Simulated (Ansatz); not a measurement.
Input, command and steps of an Ansatz relaxation.

```yaml
crystal:
  lattice:
    - [1.2492003658, 0.7212261674, 7.4226440522]
    - [-1.2492003658, 0.7212261674, 7.4226440522]
    - [0.0, -1.4424523349, 7.4226440522]
  atoms:
    - { symbol: C, position: [0.9189786364, 0.9189786364, 0.9189786364] }
    - { symbol: C, position: [0.2522957559, 0.2522957559, 0.2522957559] }
    - { symbol: C, position: [0.7477042441, 0.7477042441, 0.7477042441] }
    - { symbol: C, position: [0.0810213636, 0.0810213636, 0.0810213636] }
basis:
  ecutwfc: 420
kpoints:
  mp_grid: { grid: [18, 18, 18] }
hamiltonian:
  xc: pbe
  dispersion: d3bj
scf:
  occupations: { method: gaussian, width: 0.01 }
output:
  forces: true
  stress: true
  eigenvalues: true
relax:
  adjacent_minimum: "off"
  f_tol: 0.01
  max_steps: 30
  cell: { stress_tol: 0.1, fix: [volume] }
```

```bash
ansatz run input.yaml --threads 1 --pin off --max-ram 2560MiB --backend cpu --events-out ev --progress --plain --runs-dir out
```

Computed with DFT PBE+D3(BJ), scalar-relativistic, plane waves, PAW in Ansatz 0.2.0.

The volume is held at 1.1 times that of the relaxed cell.

Of 7 frames 6 are shown, positions in Å and forces in eV/Å; the SCF threshold varies from step to step. Steps run on the plane waves of an earlier cell, with a Pulay correction in the pressure. The basis is chosen afresh for the last frame, the zero of the energies, and at times for earlier ones too; energy and pressure step there, also at an unchanged geometry.

```xyz
4
Lattice="1.2492 0.7212 7.4226 -1.2492 0.7212 7.4226 0.0000 -1.4425 7.4226" Properties=species:S:1:pos:R:3:forces:R:3 pbc="T T T" step=1 free_energy_over_end_meV_per_atom=10.16 pressure_GPa=-10.26
C     0.0000    0.0000   20.4638    0.0000    0.0000   -0.0012
C     0.0000    0.0000    5.6181    0.0000    0.0000    0.0033
C     0.0000    0.0000   16.6498    0.0000    0.0000   -0.0033
C     0.0000    0.0000    1.8042    0.0000    0.0000    0.0012
4
Lattice="1.2390 0.7154 7.5448 -1.2390 0.7154 7.5448 0.0000 -1.4307 7.5448" Properties=species:S:1:pos:R:3:forces:R:3 pbc="T T T" step=2 free_energy_over_end_meV_per_atom=1.19 pressure_GPa=-4.40
C     0.0000    0.0000   20.8111    0.0000    0.0000    0.0000
C     0.0000    0.0000    5.7214    0.0000    0.0000   -0.0005
C     0.0000    0.0000   16.9130    0.0000    0.0000    0.0005
C     0.0000    0.0000    1.8233    0.0000    0.0000    0.0000
4
Lattice="1.2346 0.7128 7.5993 -1.2346 0.7128 7.5993 0.0000 -1.4256 7.5993" Properties=species:S:1:pos:R:3:forces:R:3 pbc="T T T" step=3 free_energy_over_end_meV_per_atom=0.30 pressure_GPa=-1.73
C     0.0000    0.0000   20.9568    0.0000    0.0000    0.0002
C     0.0000    0.0000    5.7581    0.0000    0.0000    0.0018
C     0.0000    0.0000   17.0397    0.0000    0.0000   -0.0018
C     0.0000    0.0000    1.8409    0.0000    0.0000   -0.0002
4
Lattice="1.2346 0.7128 7.5988 -1.2346 0.7128 7.5988 0.0000 -1.4256 7.5988" Properties=species:S:1:pos:R:3:forces:R:3 pbc="T T T" step=4 free_energy_over_end_meV_per_atom=0.29 pressure_GPa=-1.75
C     0.0000    0.0000   20.9661    0.0000    0.0000    0.0001
C     0.0000    0.0000    5.7683    0.0000    0.0000   -0.0009
C     0.0000    0.0000   17.0282    0.0000    0.0000    0.0009
C     0.0000    0.0000    1.8304    0.0000    0.0000   -0.0001
4
Lattice="1.2346 0.7128 7.5988 -1.2346 0.7128 7.5988 0.0000 -1.4256 7.5988" Properties=species:S:1:pos:R:3:forces:R:3 pbc="T T T" step=5 free_energy_over_end_meV_per_atom=0.01 pressure_GPa=-1.73
C     0.0000    0.0000   20.9661    0.0000    0.0000    0.0002
C     0.0000    0.0000    5.7683    0.0000    0.0000   -0.0007
C     0.0000    0.0000   17.0282    0.0000    0.0000    0.0007
C     0.0000    0.0000    1.8304    0.0000    0.0000   -0.0002
4
Lattice="1.2344 0.7127 7.6019 -1.2344 0.7127 7.6019 0.0000 -1.4253 7.6019" Properties=species:S:1:pos:R:3:forces:R:3 pbc="T T T" step=7 free_energy_over_end_meV_per_atom=0.00 pressure_GPa=-1.58
C     0.0000    0.0000   20.9738    0.0000    0.0000   -0.0001
C     0.0000    0.0000    5.7698    0.0000    0.0000   -0.0001
C     0.0000    0.0000   17.0359    0.0000    0.0000    0.0001
C     0.0000    0.0000    1.8319    0.0000    0.0000    0.0001
```

Time: 81 s on 1 thread of Intel(R) Xeon(R) 6975P-C (Granite Rapids), on a shared host, peak memory 0.58 GiB.